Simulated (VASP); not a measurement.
# Cu in VASP: further runs

Runs on Cu. Level: PBE. Tasks: single point.

Everything below comes from runs of VASP 6.6.1. Logs are shortened: lines on timing, memory, paths and dates and some standing lists are left out, and cuts for length are marked.

## 1. The structure

The cell holds a sheet with vacuum, 2 atoms: a = 2.454 Å, b = 2.454 Å, c = 29.115 Å, α = 90.00°, β = 90.00°, γ = 120.00°.

The cell was built by a generator and needn't be a form met in nature.

## 2. Single point, PBE

File INCAR:

```
PREC = Accurate
ENCUT = 520
EDIFF = 1E-7
ISMEAR = 0
SIGMA = 0.1
LREAL = F
LASPH = T
NELM = 100
ALGO = Fast
ISIF = 2
LWAVE = F
LCHARG = T
LDIPOL = T
IDIPOL = 3
DIPOL = 0.5 0.5 0.292
GGA = PE
LELF = T
LVHAR = T
LVACPOTAV = T
NBANDS = 18
```

File KPOINTS:

```
Automatic mesh
0
Gamma
  24 24 1
```

File POSCAR:

```
Cu
1.0
    2.4542164040      0.0000000000      0.0000000000
   -1.2271082020      2.1254137522      0.0000000000
    0.0000000000      0.0000000000     29.1154260400
Cu
2
Direct
    0.0000000000      0.0000000000      0.3345886943
    0.0000000000      0.0000000000      0.2492942266
```

Potentials or basis: VASP PAW PBE potentials, release 64 (Cu).

On the command line:

```sh
$ cat potpaw_PBE.64/Cu/POTCAR > POTCAR
$ mpirun -np 1 vasp_std > vasp.out
```

OUTCAR:

```text
PREC = Accurate
   ENCUT = 520
   EDIFF = 1E-7
   ISMEAR = 0
   LREAL = F
   LASPH = T
   NELM = 100
   ISIF = 2
   GGA = PE

 ion  position               nearest neighbor table
   1  0.000  0.000  0.335-   2 2.48
   2  0.000  0.000  0.249-   1 2.48

  LATTYP: Found a hexagonal cell.
 ALAT       =     2.4542164040
 C/A-ratio  =    11.8634306219

  Lattice vectors:

 A1 = (   2.4542164040,   0.0000000000,   0.0000000000)
 A2 = (  -1.2271082020,   2.1254137522,   0.0000000000)
 A3 = (   0.0000000000,   0.0000000000,  29.1154260400)

Analysis of symmetry for initial positions (statically):
=====================================================================
 Subroutine PRICEL returns:
 Original cell was already a primitive cell.

 Routine SETGRP: Setting up the symmetry group for a
 hexagonal supercell.

 Subroutine GETGRP returns: Found 24 space group operations
 (whereof 12 operations were pure point group operations)
 out of a pool of 24 trial point group operations.

The static configuration has the point symmetry C_6v.
 The point group associated with its full space group is D_6h.

Analysis of symmetry for dynamics (positions and initial velocities):
=====================================================================
 Subroutine PRICEL returns:
 Original cell was already a primitive cell.

 Routine SETGRP: Setting up the symmetry group for a
 hexagonal supercell.

 Subroutine GETGRP returns: Found 24 space group operations
 (whereof 12 operations were pure point group operations)
 out of a pool of 24 trial point group operations.

The dynamic configuration has the point symmetry C_6v.
 The point group associated with its full space group is D_6h.

 Subroutine INISYM returns: Found 24 space group operations
 (whereof 12 operations are pure point group operations),
 and found     1 'primitive' translations

----------------------------------------------------------------------------------------

                                     Primitive cell

  volume of cell :     151.8726

  direct lattice vectors                    reciprocal lattice vectors
     2.454216404  0.000000000  0.000000000     0.407462031  0.235248313  0.000000000
    -1.227108202  2.125413752  0.000000000     0.000000000  0.470496626  0.000000000
     0.000000000  0.000000000 29.115426040     0.000000000  0.000000000  0.034346054

  length of vectors
     2.454216404  2.454216404 29.115426040     0.470496626  0.470496626  0.034346054

  position of ions in fractional coordinates (direct lattice)
     0.000000000  0.000000000  0.334588694
     0.000000000  0.000000000  0.249294227

[... 85 lines left out ...]
   TEBEG  =    0.0;   TEEND  =   0.0 temperature during run
   PSTRESS=    0.0 pullay stress
   NELECT =      22.0000    total number of electrons
   NUPDOWN=      -1.0000    fix difference up-down
   EMIN   =  10.00;   EMAX   =-10.00  energy-range for DOS
   EFERMI =   0.00;   METHOD = LEGACY
   ISMEAR =     0;   SIGMA  =   0.10  broadening in eV -4-tet -1-fermi 0-gaus
   EFERMI_NEDOS =   21; number of points for ismear=-14 and -15
   IALGO  =     68    algorithm
   IMIX   =      4    mixing-type and parameters
     AMIX     =   0.40;   BMIX     =  1.00
     AMIX_MAG =   1.60;   BMIX_MAG =  1.00
  volume/ion in A,a.u.               =      75.94       512.44
  Fermi-wavevector in a.u.,A,eV,Ry     =   0.859784  1.624756 10.057809  0.739228
  Thomas-Fermi vector in A             =   1.977190
   LORBIT       =      0    0 simple, 1 ext, 2 COOP (PROOUT), +10 PAW based schemes
   GGA     = PE    functional components
   LHFCALC =     F    Hartree Fock is set to
   AEXX    =    0.0000 exact exchange contribution
   IVDW    =     0    specifies the selected vdW correction
   LEPSILON=     F    determine dielectric tensor
   LRPA    =     F    only Hartree local field effects (RPA)
 non-spin polarized calculation
 RMM-DIIS sequential band-by-band and
 Gauss-broadening in eV      SIGMA  =   0.10
  energy-cutoff  :      520.00
  volume of cell :      151.87
 maximum number of plane-waves:      4156
   NGX =  9   NGY =  9   NGZ =109

 dipolmoment           0.000000      0.000000     -0.000007 electrons x Angstroem

 number of electron      21.9999992 magnetization

 dipolmoment           0.000000      0.000000      0.000002 electrons x Angstroem

 Free energy of the ion-electron system (eV)
  ---------------------------------------------------
  ext. energy  EPLUGINS =         0.00000000
  ---------------------------------------------------
  free energy    TOTEN  =        -6.35514773 eV

  energy without entropy =       -6.34929676  energy(sigma->0) =       -6.35222224

 E-fermi :  -2.9152     XC(G=0):  -2.6174

 val. band max:       -2.9229532069   @ k =   0.4167   0.0417   0.0000
 cond. band min:      -2.9140862932   @ k =   0.3333  -0.0000   0.0000
 fundamental gap:      0.0088669137
 Fermi energy:        -2.9151515219

 k-point     1 :       0.0000    0.0000    0.0000
  band No.  band energies     occupation
      1     -10.5351      2.00000
      2      -8.5978      2.00000
      3      -6.3799      2.00000
      4      -5.5676      2.00000
      5      -5.5676      2.00000
      6      -5.4968      2.00000
[... 481 lines left out ...]
      5      -5.5114      2.00000
      6      -4.9107      2.00000
[... 10 lines left out ...]
     17       8.6242      0.00000
     18       9.5549      0.00000

 [... further k-points ...]

------------------------ aborting loop because EDIFF is reached ----------------------------------------

 vacuum level on the upper side and lower side of the slab       (xc-potential included)        -0.125        -0.126

  FORCE on cell =-STRESS in cart. coord.  units (eV):
  Direction    XX          YY          ZZ          XY          YZ          ZX
  --------------------------------------------------------------------------------------
  -------------------------------------------------------------------------------------
  Total        0.1033485      0.1033485      0.0088562     -0.0000000      0.0000000     -0.0000000
  in kB        1.0902734      1.0902734      0.0934287     -0.0000000      0.0000000     -0.0000000
  external PRESSURE =       0.7579918 kB  Pullay stress =       0.0000000 kB

 VOLUME and BASIS-vectors are now :
 -----------------------------------------------------------------------------
  energy-cutoff  :      520.00
  volume of cell :      151.87
      direct lattice vectors                 reciprocal lattice vectors
     2.454216404  0.000000000  0.000000000     0.407462031  0.235248313  0.000000000
    -1.227108202  2.125413752  0.000000000     0.000000000  0.470496626  0.000000000
     0.000000000  0.000000000 29.115426040     0.000000000  0.000000000  0.034346054

 POSITION                                       TOTAL-FORCE (eV/Angst)
 -----------------------------------------------------------------------------------
      0.00000      0.00000      9.74169        -0.000000      0.000000      0.010017
      0.00000      0.00000      7.25831         0.000000     -0.000000     -0.010017
 -----------------------------------------------------------------------------------
    total drift:                                0.000000      0.000000      0.000710

  FREE ENERGIE OF THE ION-ELECTRON SYSTEM (eV)
  ---------------------------------------------------
  free  energy   TOTEN  =        -6.3551477255 eV

  energy  without entropy=       -6.3492967584  energy(sigma->0) =       -6.35222224

 vacuum level on the upper side and lower side of the slab         1.949         1.949
```

Wall time 3.5 min (1 thread of Intel Xeon Platinum 8488C (Sapphire Rapids), shared host); peak memory 0.33 GiB.

Results:

- Free energy: -6.3551 eV
- Largest force: 0.010 eV/Å
- Band gap on the k mesh: none (metal or under the smearing width)
- Work function of the upper face: 4.86 eV
- Work function of the lower face: 4.86 eV

Forces in eV/Å, atoms in the order of the input:
```
Cu   0.000  0.000  0.010
Cu   0.000  0.000 -0.010
```

## 3. Single point, PBE

This run uses another cell than the first one, of 76.12 Å³/atom, 1.002 times its volume.

File INCAR:

```
ALGO = Fast ; DIPOL = 0.5 0.5 0.292
EDIFF = 1E-6 ; ENCUT = 520
GGA = PE ; IDIPOL = 3
ISIF = 2 ; ISMEAR = 0
LASPH = True ; LCHARG = False
LDIPOL = True ; LREAL = False
LWAVE = False ; NBANDS = 18
NELM = 100 ; PREC = Accurate
SIGMA = 0.1
```

File KPOINTS:

```
k-points
0
Gamma
  24 24 1
```

File POSCAR:

```
Cu
1.0
    2.4572120254      0.0000000000      0.0000000000
   -1.2286060127      2.1280080365      0.0000000000
    0.0000000000      0.0000000000     29.1154260400
Cu
2
Direct
    0.0000000000      0.0000000000      0.3342524137
    0.0000000000      0.0000000000      0.2496305072
```

Potentials or basis: VASP PAW PBE potentials, release 64 (Cu).

On the command line:

```sh
$ cat potpaw_PBE.64/Cu/POTCAR > POTCAR
$ mpirun -np 1 vasp_std > vasp.out
```

Run time: 3.1 min. Hardware: 1 thread of Intel Xeon Platinum 8488C (Sapphire Rapids), shared host; peak memory 0.33 GiB.

Results (log left out):

* Free energy: -6.3548 eV
* Largest force: 0.053 eV/Å
* Band gap on the k mesh: none (metal or under the smearing width)

Forces on the atoms (eV/Å):
```
Cu   0.000  0.000  0.053
Cu   0.000  0.000 -0.053
```

Levels at points of the mesh, in eV from the Fermi level:
| k point | band 7 | band 8 | band 9 | band 10 | band 11 | band 12 | band 13 | band 14 | band 15 | band 16 |
| --- | --- | --- | --- | --- | --- | --- | --- | --- | --- | --- |
| (0.00, 0.00, 0.00) | -2.57 | -1.87 | -1.67 | -1.67 | -1.39 | -1.39 | -0.26 | 4.12 | 4.69 | 5.03 |
| (0.50, 0.00, 0.00) | -1.61 | -1.32 | -1.11 | -1.09 | 0.63 | 3.01 | 4.20 | 6.39 | 7.74 | 10.67 |
